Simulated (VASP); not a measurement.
# H: elastic constants with r2SCAN

The system is H.

```
CELL_PARAMETERS angstrom
2.64964 0.00000 0.00000
0.00000 2.64964 0.00000
0.00000 0.00000 0.98049
ATOMIC_POSITIONS crystal
H 0.00000 0.00000 0.50000
```

- Program: VASP 6.6.1
- Task: elastic constants
- Functional: r2SCAN
- Potentials or basis: VASP PAW PBE potentials, release 64 (H)
- Cutoff: 600 eV
- k mesh: 7 × 7 × 19
- Occupations: gaussian, width 0.05 eV
- Spin: no spin polarisation
- Ions in elastic constants: relaxed
- Further INCAR settings: ALGO = Normal; EDIFF = 1e-08; IBRION = 6; POTIM = 0.015; NSW = 1; ISIF = 3

```
Relaxed volume                         : 6.29 Å³/atom
Relaxed cell                           : a = 2.527 Å, b = 2.527 Å, c = 0.985 Å, α = 90.00°, β = 90.00°, γ = 90.00°
Space group after relaxing (to 0.05 Å) : P4/mmm (No. 123)
Voigt bulk modulus                     : 43 GPa
```

The path:
| step | energy change (eV) | largest force (eV/Å) | pressure (GPa) | volume (Å³) |
| --- | --- | --- | --- | --- |
| 1 | 0.0000 | 0.0000 | 0.05 | 6.88 |
| 2 | -0.0004 | 0.0000 | -0.42 | 6.89 |
| 3 | -0.0006 | 0.0000 | -0.86 | 6.89 |
| 4 | -0.0008 | 0.0000 | -0.83 | 6.84 |
| 5 | -0.0014 | 0.0000 | -0.70 | 6.71 |
| 6 | -0.0022 | 0.0000 | -0.42 | 6.46 |
| 7 | -0.0015 | 0.0000 | 0.36 | 5.96 |
| 8 | -0.0023 | 0.0000 | -0.23 | 6.31 |
| 9 | -0.0023 | 0.0000 | -0.20 | 6.29 |
| 10 | -0.0023 | 0.0000 | 0.39 | 6.27 |
| 11 | -0.0024 | 0.0000 | 0.00 | 6.29 |

Final structure:
```
H
1.0
     2.52687    0.00000    0.00000
     0.00000    2.52687    0.00000
     0.00000    0.00000    0.98461
H
1
Direct
  0.00000 0.00000 0.50000
```

Elastic tensor in Voigt notation (GPa, in the Cartesian axes of the cell as first typed):
```
 20   8 -10   0   0   0
  8  20 -10   0   0   0
-10 -10 367   0   0   0
  0   0   0  -3   0   0
  0   0   0   0  -3   0
  0   0   0   0   0  -3
```

Clamped-ion elastic tensor (GPa):
```
 20   8 -10   0   0   0
  8  20 -10   0   0   0
-10 -10 367   0   0   0
  0   0   0  -3   0   0
  0   0   0   0  -3   0
  0   0   0   0   0  -3
```

It took 3.5 min on 1 thread of Intel(R) Xeon(R) Platinum 8488C (Sapphire Rapids) (shared host), peak memory 0.13 GiB.

Caveat: the elastic tensor has a negative eigenvalue, so either the cell is unstable as it stands or the mesh is too thin; the PAW data sets were made with another functional, which shifts forces and pressure a little.
